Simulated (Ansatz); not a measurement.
AlN (rocksalt): a single-point calculation in Ansatz (PBE). The cell was relaxed with r2SCAN and then strained, so it isn't that functional's minimum.

input.yaml:
```yaml
crystal:
  lattice:
    - [0.0, 2.0188684521, 2.0188684521]
    - [2.0188684521, 0.0, 2.0188684521]
    - [2.0188684521, 2.0188684521, 0.0]
  atoms:
    - { symbol: Al, position: [0.0, 0.0, 0.0] }
    - { symbol: "N", position: [0.5, 0.5, 0.5] }
kpoints:
  mp_grid: { grid: [10, 10, 10] }
  band_path:
    path:
      - [0.0, 0.0, 0.0]
      - [0.5, 0.0, 0.5]
      - [0.625, 0.25, 0.625]
      - [0.375, 0.375, 0.75]
      - [0.5, 0.5, 0.5]
      - [0.5, 0.25, 0.75]
      - [0.0, 0.5, 0.5]
    npoints: 1
hamiltonian:
  xc: pbe
scf:
  occupations: { method: fermi_dirac, width: 0.02 }
  n_extra_bands: 4
output:
  forces: true
  stress: true
  eigenvalues: true
```

Run as `ansatz run input.yaml --threads 2 --pin off --max-ram 29491MiB --backend cpu --events-out ev --progress --plain --runs-dir out`. Wall time 0.45 s on 2 threads of AMD EPYC 7R13 Processor (Zen 3), with other jobs on the host; peak host memory 0.28 GiB.

**Question.** Predict the output.

**Answer.** Main lines of the log:
```
scf.n_extra_bands = 4 over 4 filled bands (N_el = 8.0): the run solves 8 bands
Functional definition: PBE
Crystal: 2 atoms, lattice volume = 16.457 Å³
Basis set: ecut = 420 eV, 331 PW (Γ)
Symmetry: 48 space group operations
Space group: Fm-3m (ITA 225)
k-points: 47 of 1000
preconditioner: auto → none  [insulator: Δε(μ)=4.664 eV  σ=0.020 eV  ℏωp=25.9 eV]
NSCF: frozen V_eff on 7 k-points
Free energy (F): -923.908762 eV
Fermi energy:    13.622403 eV
--- Stress (GPa, compression-positive) ---
        6.422705       0.000000       0.000000
        0.000000       6.422705       0.000000
        0.000000       0.000000       6.422705
  P = ⅓ Tr σ = 6.4227 GPa (64.227 kbar)
```
Only the leading digits can be foreseen; the rest is this run's record.

Levels at the listed points, from bands.tsv (eV from the Fermi energy, bands near the gap, counted from 0):
```tsv
# k_distance	band_0	band_1	band_2	band_3	band_4	band_5	band_6	band_7
# fermi_ev = 13.622403
# [0, 0, 0] at k_distance = 0.000000
# [0.5, 0, 0.5] at k_distance = 1.556116
# [0.625, 0.25, 0.625] at k_distance = 2.106286
# [0.375, 0.375, 0.75] at k_distance = 3.059208
# [0.5, 0.5, 0.5] at k_distance = 4.012130
# [0.5, 0.25, 0.75] at k_distance = 5.112470
# [0, 0.5, 0.5] at k_distance = 6.852260
# levels_relative_to = fermi_ev
0.000	-19.909	-2.335	-2.335	-2.335	3.392	9.788	9.788	9.788
1.556	-15.660	-9.731	-5.139	-5.139	2.334	2.947	11.774	14.991
2.106	-15.638	-8.872	-7.802	-4.639	3.566	6.943	10.498	12.423
3.059	-15.638	-8.872	-7.802	-4.639	3.566	6.943	10.498	12.423
4.012	-16.638	-10.657	-3.425	-3.425	3.834	8.727	8.727	11.030
5.112	-15.499	-8.051	-8.051	-6.250	5.823	8.394	8.394	9.990
6.852	-15.660	-9.731	-5.139	-5.139	2.334	2.947	11.774	14.991
```
In order the rows are Γ, X, U, K, L, W, X.

PBE gives an indirect gap of 4.67 eV, from Γ to X; the least direct gap is 5.73 eV at Γ. The mean pressure is +6.42 GPa (compression positive), so PBE would enlarge the cell's volume.

No spin polarisation and no zero-point or thermal motion; the cell was built from a prototype and may be hypothetical.
